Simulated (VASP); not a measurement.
# Nb5C6 in VASP: notebook

One slab, Nb5C6, is run at these levels: PBE; tasks: single point.

Program: VASP 6.6.1. These are calculated values, not measurements. Logs are shortened: lines on timing, memory, paths and dates and some standing lists are left out, and cuts for length are marked.

**1. The slab as given**

The cell holds a slab with vacuum, 11 atoms: a = 3.111 Å, b = 3.111 Å, c = 34.702 Å, α = 90.00°, β = 90.00°, γ = 120.00°.

**2. Single point, PBE**

INCAR

```
PREC = Accurate
ENCUT = 750
EDIFF = 1E-8
ISMEAR = 1
SIGMA = 0.1
LREAL = False
LASPH = True
NELM = 120
ALGO = Normal
ISIF = 2
LWAVE = False
LCHARG = False
LDIPOL = True
IDIPOL = 3
DIPOL = 0.5 0.5 0.500
GGA = PE
NBANDS = 64
LVHAR = True
LVACPOTAV = True
```

KPOINTS

```
regular mesh
0
Gamma
  15 15 1
```

POSCAR

```
Nb5C6
1.0
    3.1112698372      0.0000000000      0.0000000000
   -1.5556349186      2.6944387171      0.0000000000
    0.0000000000      0.0000000000     34.7017059222
C Nb
6 5
Direct
    0.3333333333      0.6666666667      0.3169872981
    0.0000000000      0.0000000000      0.3901923789
    0.6666666667      0.3333333333      0.4633974596
    0.3333333333      0.6666666667      0.5366025404
    0.0000000000      0.0000000000      0.6098076211
    0.6666666667      0.3333333333      0.6830127019
    0.6666666667      0.3333333333      0.3535898385
    0.3333333333      0.6666666667      0.4267949192
    0.0000000000      0.0000000000      0.5000000000
    0.6666666667      0.3333333333      0.5732050808
    0.3333333333      0.6666666667      0.6464101615
```

Potentials or basis: VASP PAW PBE potentials, release 64 (C, Nb_sv).

Launch:

```
cat potpaw_PBE.64/C/POTCAR potpaw_PBE.64/Nb_sv/POTCAR > POTCAR
mpirun -np 1 vasp_std > vasp.out
```

OUTCAR:

```text
PREC = Accurate
   ENCUT = 750
   EDIFF = 1E-8
   ISMEAR = 1
   LREAL = False
   LASPH = True
   NELM = 120
   ISIF = 2
   GGA = PE

 ion  position               nearest neighbor table
   1  0.333  0.667  0.317-   7 2.20   7 2.20   7 2.20
   2  0.000  0.000  0.390-   8 2.20   8 2.20   8 2.20   7 2.20   7 2.20   7 2.20
   3  0.667  0.333  0.463-   9 2.20   8 2.20   8 2.20   9 2.20   9 2.20   8 2.20
   4  0.333  0.667  0.537-   9 2.20  10 2.20  10 2.20   9 2.20   9 2.20  10 2.20
   5  0.000  0.000  0.610-  10 2.20  10 2.20  10 2.20  11 2.20  11 2.20  11 2.20
   6  0.667  0.333  0.683-  11 2.20  11 2.20  11 2.20
   7  0.667  0.333  0.354-   1 2.20   2 2.20   1 2.20   2 2.20   2 2.20   1 2.20
   8  0.333  0.667  0.427-   2 2.20   2 2.20   2 2.20   3 2.20   3 2.20   3 2.20
   9  0.000  0.000  0.500-   3 2.20   4 2.20   3 2.20   4 2.20   3 2.20   4 2.20
  10  0.667  0.333  0.573-   5 2.20   5 2.20   5 2.20   4 2.20   4 2.20   4 2.20
  11  0.333  0.667  0.646-   5 2.20   6 2.20   6 2.20   5 2.20   5 2.20   6 2.20

  LATTYP: Found a hexagonal cell.
 ALAT       =     3.1112698372
 C/A-ratio  =    11.1535507166

  Lattice vectors:

 A1 = (   3.1112698372,   0.0000000000,   0.0000000000)
 A2 = (  -1.5556349186,   2.6944387171,   0.0000000000)
 A3 = (   0.0000000000,   0.0000000000,  34.7017059222)

Analysis of symmetry for initial positions (statically):
=====================================================================
 Subroutine PRICEL returns:
 Original cell was already a primitive cell.

 Routine SETGRP: Setting up the symmetry group for a
 hexagonal supercell.

 Subroutine GETGRP returns: Found 12 space group operations
 (whereof 12 operations were pure point group operations)
 out of a pool of 24 trial point group operations.

The static configuration has the point symmetry D_3d.

Analysis of symmetry for dynamics (positions and initial velocities):
=====================================================================
 Subroutine PRICEL returns:
 Original cell was already a primitive cell.

 Routine SETGRP: Setting up the symmetry group for a
 hexagonal supercell.

 Subroutine GETGRP returns: Found 12 space group operations
 (whereof 12 operations were pure point group operations)
 out of a pool of 24 trial point group operations.

The dynamic configuration has the point symmetry D_3d.

 Subroutine INISYM returns: Found 12 space group operations
 (whereof 12 operations are pure point group operations),
 and found     1 'primitive' translations

----------------------------------------------------------------------------------------

                                     Primitive cell

  volume of cell :     290.9088

  direct lattice vectors                    reciprocal lattice vectors
     3.111269837  0.000000000  0.000000000     0.321412173  0.185567405  0.000000000
    -1.555634919  2.694438717  0.000000000     0.000000000  0.371134810  0.000000000
     0.000000000  0.000000000 34.701705922     0.000000000  0.000000000  0.028817027

  length of vectors
     3.111269837  3.111269837 34.701705922     0.371134810  0.371134810  0.028817027

  position of ions in fractional coordinates (direct lattice)
     0.333333333  0.666666667  0.316987298
     0.000000000  0.000000000  0.390192379
     0.666666667  0.333333333  0.463397460
     0.333333333  0.666666667  0.536602540
     0.000000000  0.000000000  0.609807621
     0.666666667  0.333333333  0.683012702
     0.666666667  0.333333333  0.353589838
     0.333333333  0.666666667  0.426794919
     0.000000000  0.000000000  0.500000000
     0.666666667  0.333333333  0.573205081
     0.333333333  0.666666667  0.646410162

  ion indices of the primitive-cell ions
   primitive index   ion index
                 1           1
                 2           2
                 3           3
                 4           4
                 5           5
                 6           6
                 7           7
                 8           8
                 9           9
                10          10
                11          11

----------------------------------------------------------------------------------------

 KPOINTS: regular mesh

Automatic generation of k-mesh.
 Grid dimensions read from file:
 generate k-points for:   15   15    1

 Generating k-lattice:

  Cartesian coordinates                     Fractional coordinates (reciprocal lattice)
     0.021427478  0.012371160  0.000000000     0.066666667  0.000000000  0.000000000
     0.000000000  0.024742321  0.000000000     0.000000000  0.066666667  0.000000000
     0.000000000  0.000000000  0.028817027     0.000000000  0.000000000  1.000000000

  Length of vectors
     0.024742321  0.024742321  0.028817027

  Shift w.r.t. Gamma in fractional coordinates (k-lattice)
     0.000000000  0.000000000  0.000000000

 Subroutine IBZKPT returns following result:
 ===========================================

 Found     27 irreducible k-points:

 Following reciprocal coordinates:
            Coordinates               Weight
  0.000000  0.000000  0.000000      1.000000
  0.066667 -0.000000  0.000000      6.000000
  0.133333  0.000000  0.000000      6.000000
  0.200000  0.000000  0.000000      6.000000
  0.266667  0.000000  0.000000      6.000000
  0.333333  0.000000  0.000000      6.000000
[... 16 lines left out ...]
  0.333333  0.200000  0.000000     12.000000
  0.400000  0.200000  0.000000      6.000000
 [... further k-points ...]
   k-points           NKPTS =     27   k-points in BZ     NKDIM =     27   number of bands    NBANDS=     64
   number of dos      NEDOS =    301   number of ions     NIONS =     11
   total plane-waves  NPLWV = 250880
   dimension x,y,z NGX =    28 NGY =   28 NGZ =  320
   dimension x,y,z NGXF=    56 NGYF=   56 NGZF=  640
   ions per type =               6   5
   NGX,Y,Z   is equivalent  to a cutoff of  14.96, 14.96, 15.33 a.u.
   NGXF,Y,Z  is equivalent  to a cutoff of  29.92, 29.92, 30.66 a.u.
 SYSTEM =  unknown system
   PREC   = accura    normal or accurate (medium, high low for compatibility)
   ISTART =      0    job   : 0-new  1-cont  2-samecut
   ICHARG =      2    charge: 1-file 2-atom 10-const
   ISPIN  =      1    spin polarized calculation?
   LNONCOLLINEAR =      F non collinear calculations
   LSORBIT =      F    spin-orbit coupling
   LASPH  =      T    aspherical Exc in radial PAW
   ENCUT  =  750.0 eV  55.12 Ry    7.42 a.u.   6.95  6.95 77.49*2*pi/ulx,y,z
   NELM   =    120;   NELMIN=  2; NELMDL= -5     # of ELM steps
   EDIFF  = 0.1E-07   stopping-criterion for ELM
   LREAL  =      F    real-space projection
   EDIFFG = 0.1E-06   stopping-criterion for IOM
   NSW    =      0    number of steps for IOM
   IBRION =     -1    ionic relax: 0-MD 1-quasi-New 2-CG
   NFREE  =      0    steps in history (QN), initial steepest desc. (CG)
   ISIF   =      2    stress and relaxation
   ISYM   =      2    0-nonsym 1-usesym 2-fastsym
   POTIM  = 0.5000    time-step for ionic-motion
   TEBEG  =    0.0;   TEEND  =   0.0 temperature during run
   PSTRESS=    0.0 pullay stress
   NELECT =      89.0000    total number of electrons
   NUPDOWN=      -1.0000    fix difference up-down
   EMIN   =  10.00;   EMAX   =-10.00  energy-range for DOS
   EFERMI =   0.00;   METHOD = LEGACY
   ISMEAR =     1;   SIGMA  =   0.10  broadening in eV -4-tet -1-fermi 0-gaus
   EFERMI_NEDOS =   21; number of points for ismear=-14 and -15
   IALGO  =     38    algorithm
   IMIX   =      4    mixing-type and parameters
     AMIX     =   0.40;   BMIX     =  1.00
     AMIX_MAG =   1.60;   BMIX_MAG =  1.00
  volume/ion in A,a.u.               =      26.45       178.47
  Fermi-wavevector in a.u.,A,eV,Ry     =   1.103111  2.084578 16.556303  1.216854
  Thomas-Fermi vector in A             =   2.239564
   LORBIT       =      0    0 simple, 1 ext, 2 COOP (PROOUT), +10 PAW based schemes
   GGA     = PE    functional components
   LHFCALC =     F    Hartree Fock is set to
   AEXX    =    0.0000 exact exchange contribution
   IVDW    =     0    specifies the selected vdW correction
   LEPSILON=     F    determine dielectric tensor
   LRPA    =     F    only Hartree local field effects (RPA)
 non-spin polarized calculation
 Methfessel and Paxton  Order N= 1 SIGMA  =   0.10
  energy-cutoff  :      750.00
  volume of cell :      290.91
 maximum number of plane-waves:     13626
 NGX is ok and might be reduce to    28
   NGX = 13   NGY = 13   NGZ =155

 number of electron      88.9999999 magnetization

 dipolmoment           0.000000      0.000000     -0.000000 electrons x Angstroem

 Free energy of the ion-electron system (eV)
  ---------------------------------------------------
  ext. energy  EPLUGINS =         0.00000000
  ---------------------------------------------------
  free energy    TOTEN  =      -105.05726556 eV

  energy without entropy =     -105.05511018  energy(sigma->0) =     -105.05654710

 E-fermi :   0.9614     XC(G=0):  -5.7573

 val. band max:        0.9430778146   @ k =   0.4667  -0.0000   0.0000
 cond. band min:       0.9722628851   @ k =   0.2000   0.0000   0.0000
 fundamental gap:      0.0291850705
 Fermi energy:         0.9613810179

 k-point     1 :       0.0000    0.0000    0.0000
  band No.  band energies     occupation
      1     -54.7009      2.00000
      2     -54.6260      2.00000
      3     -54.5965      2.00000
      4     -53.8339      2.00000
      5     -53.8339      2.00000
      6     -31.2658      2.00000
[... 1405 lines left out ...]
     55       4.5016      0.00000
     56       4.7966      0.00000

 [... further k-points ...]

 [bands above 56 left out]

------------------------ aborting loop because EDIFF is reached ----------------------------------------

 vacuum level on the upper side and lower side of the slab       (xc-potential included)        -0.101        -0.101

  FORCE on cell =-STRESS in cart. coord.  units (eV):
  Direction    XX          YY          ZZ          XY          YZ          ZX
  --------------------------------------------------------------------------------------
  -------------------------------------------------------------------------------------
  Total       10.1948273     10.1948273      5.2348411      0.0000000      0.0000000      0.0000000
  in kB       56.1479162     56.1479162     28.8308385      0.0000000      0.0000000      0.0000000
  external PRESSURE =      47.0422236 kB  Pullay stress =       0.0000000 kB

 VOLUME and BASIS-vectors are now :
 -----------------------------------------------------------------------------
  energy-cutoff  :      750.00
  volume of cell :      290.91
      direct lattice vectors                 reciprocal lattice vectors
     3.111269837  0.000000000  0.000000000     0.321412173  0.185567405  0.000000000
    -1.555634919  2.694438717  0.000000000     0.000000000  0.371134810  0.000000000
     0.000000000  0.000000000 34.701705922     0.000000000  0.000000000  0.028817027

 POSITION                                       TOTAL-FORCE (eV/Angst)
 -----------------------------------------------------------------------------------
     -0.00000      1.79629     11.00000        -0.000000      0.000000      2.200219
      0.00000      0.00000     13.54034         0.000000      0.000000      0.363274
      1.55563      0.89815     16.08068         0.000000     -0.000000     -0.019107
     -0.00000      1.79629     18.62102        -0.000000      0.000000      0.019107
      0.00000      0.00000     21.16136         0.000000      0.000000     -0.363274
      1.55563      0.89815     23.70171        -0.000000     -0.000000     -2.200219
      1.55563      0.89815     12.27017         0.000000     -0.000000     -3.468515
     -0.00000      1.79629     14.81051        -0.000000      0.000000     -0.145616
      0.00000      0.00000     17.35085         0.000000      0.000000     -0.000000
      1.55563      0.89815     19.89119        -0.000000     -0.000000      0.145616
     -0.00000      1.79629     22.43154        -0.000000      0.000000      3.468515
 -----------------------------------------------------------------------------------
    total drift:                                0.000000     -0.000000      0.000000

  FREE ENERGIE OF THE ION-ELECTRON SYSTEM (eV)
  ---------------------------------------------------
  free  energy   TOTEN  =      -105.0572655614 eV

  energy  without entropy=     -105.0551101778  energy(sigma->0) =     -105.05654710

 vacuum level on the upper side and lower side of the slab         7.440         7.440
```

Run time: 24 min. Hardware: 1 thread of Intel Xeon 6975P-C (Granite Rapids), shared host; peak memory 0.92 GiB.

What came out:

- Free energy: -105.0573 eV
- Largest force: 3.469 eV/Å
- Band gap on the k mesh: none (metal or under the smearing width)
- Work function of the upper face: 6.48 eV
- Work function of the lower face: 6.48 eV

Forces in eV/Å, atoms in the order of the input:
```
C    0.000  0.000  2.200
C    0.000  0.000  0.363
C    0.000  0.000 -0.019
C    0.000  0.000  0.019
C    0.000  0.000 -0.363
C    0.000  0.000 -2.200
Nb   0.000  0.000 -3.469
Nb   0.000  0.000 -0.146
Nb   0.000  0.000  0.000
Nb   0.000  0.000  0.146
Nb   0.000  0.000  3.469
```

**3. Single point, PBE**

This run uses another cell than the first one, of 23.40 Å³/atom, 0.885 times its volume.

Edit INCAR of step 2 so:

```diff
@@ -2,3 +2,3 @@
 ENCUT = 750
-EDIFF = 1E-8
+EDIFF = 1E-7
 ISMEAR = 1
```

KPOINTS

```
regular mesh
0
Gamma
  12 12 1
```

POSCAR

```
Nb5C6
1.0
    3.1112698372      0.0000000000      0.0000000000
   -1.5556349186      2.6944387171      0.0000000000
    0.0000000000      0.0000000000     30.7017059222
C Nb
6 5
Direct
    0.3333333333      0.6666666667      0.2931433199
    0.0000000000      0.0000000000      0.3758859919
    0.6666666667      0.3333333333      0.4586286640
    0.3333333333      0.6666666667      0.5413713360
    0.0000000000      0.0000000000      0.6241140081
    0.6666666667      0.3333333333      0.7068566801
    0.6666666667      0.3333333333      0.3345146559
    0.3333333333      0.6666666667      0.4172573280
    0.0000000000      0.0000000000      0.5000000000
    0.6666666667      0.3333333333      0.5827426720
    0.3333333333      0.6666666667      0.6654853441
```

Potentials or basis: VASP PAW PBE potentials, release 64 (C, Nb_sv).

Launch:

```
cat potpaw_PBE.64/C/POTCAR potpaw_PBE.64/Nb_sv/POTCAR > POTCAR
mpirun -np 1 vasp_std > vasp.out
```

It took 13 min on 1 thread of Intel Xeon 6975P-C (Granite Rapids), shared host; peak memory 0.75 GiB.

The run converged, but some of its settings lie outside the range that counts as converged, so its numbers aren't taken as properties of the slab.

What came out:

```
Free energy                     : -105.0512 eV
Largest force                   : 3.413 eV/Å
Band gap on the k mesh          : none (metal or under the smearing width)
Work function of the upper face : 6.49 eV
Work function of the lower face : 6.49 eV
```

**4. Single point, PBE**

This run uses another cell than the first one, of 18.83 Å³/atom, 0.712 times its volume.

Edit INCAR of step 3 so:

```diff
@@ -1,3 +1,3 @@
 PREC = Accurate
-ENCUT = 750
+ENCUT = 340
 EDIFF = 1E-7
```

KPOINTS

```
regular mesh
0
Gamma
  4 4 1
```

POSCAR

```
Nb5C6
1.0
    3.1112698372      0.0000000000      0.0000000000
   -1.5556349186      2.6944387171      0.0000000000
    0.0000000000      0.0000000000     24.7017059222
C Nb
6 5
Direct
    0.3333333333      0.6666666667      0.2428982038
    0.0000000000      0.0000000000      0.3457389223
    0.6666666667      0.3333333333      0.4485796408
    0.3333333333      0.6666666667      0.5514203592
    0.0000000000      0.0000000000      0.6542610777
    0.6666666667      0.3333333333      0.7571017962
    0.6666666667      0.3333333333      0.2943185631
    0.3333333333      0.6666666667      0.3971592815
    0.0000000000      0.0000000000      0.5000000000
    0.6666666667      0.3333333333      0.6028407185
    0.3333333333      0.6666666667      0.7056814369
```

Launch:

```
cat potpaw_PBE.64/C/POTCAR potpaw_PBE.64/Nb_sv/POTCAR > POTCAR
mpirun -np 1 vasp_std > vasp.out
```

Run time: 41 s. Hardware: 1 thread of Intel Xeon 6975P-C (Granite Rapids), shared host; peak memory 0.23 GiB.

The run converged, but a check on its numbers failed (symmetry, net force, bounds or a known fault of this set-up), so they aren't taken as properties of the slab.

Caveat: the k mesh is coarse (spacing up to 0.58 Å⁻¹), so the values aren't converged; the cutoff lies under the usual one of these potentials, so the numbers hold a large basis-set error.

[end of part 1 of 2]
